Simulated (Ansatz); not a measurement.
The system is Sb.

```
CELL_PARAMETERS angstrom
-1.57654 1.57654 2.71194
1.57654 -1.57654 2.71194
1.57654 1.57654 -2.71194
ATOMIC_POSITIONS crystal
Sb 0.00000 0.00000 0.00000
```

This isn't the form of Sb at room conditions, which is rhombohedral.

* Program: Ansatz 0.2.0
* Task: relaxation of cell and atoms
* Functional: PBEsol
* Dispersion: D4
* Potentials or basis: Ansatz PAW
* Cutoff: 420 eV (not typed: the program's choice for these potentials)
* k mesh: 12 × 12 × 12
* Occupations: fermi-dirac, width 0.05 eV
* Spin: no spin polarisation

At the start: volume 26.96 Å³/atom.

Task: How do energy, volume and symmetry change on relaxing?

Result: It ends after 7 steps and the volume is 25.57 Å³/atom (-5.2 %); space group I4/mmm (No. 139, to 0.05 Å).

The path:
```
step  energy change (eV)  largest force (eV/Å)  volume (Å³)
   1              0.0000                0.0000        26.96
   2             -0.0117                0.0000        25.12
   3             -0.0158                0.0000        25.65
   4             -0.0178                0.0000        25.70
   5             -0.0189                0.0000        25.59
   6             -0.0189                0.0000        25.57
   7             -0.0185                0.0000        25.57
```

Final structure:
```
Sb
1.0
    -1.57595    1.57595    2.57366
     1.57595   -1.57595    2.57366
     1.57595    1.57595   -2.57366
Sb
1
Direct
  0.00000 0.00000 0.00000
```

Caveat: the plane-wave basis is chosen anew once the cell has moved, so the energies of steps on either side of that aren't comparable; pairwise dispersion overbinds metals, which lowers pressure and volume; the PAW data sets come from PBE, with cores solved anew for the run's functional, which leaves a small shift of forces and pressure.
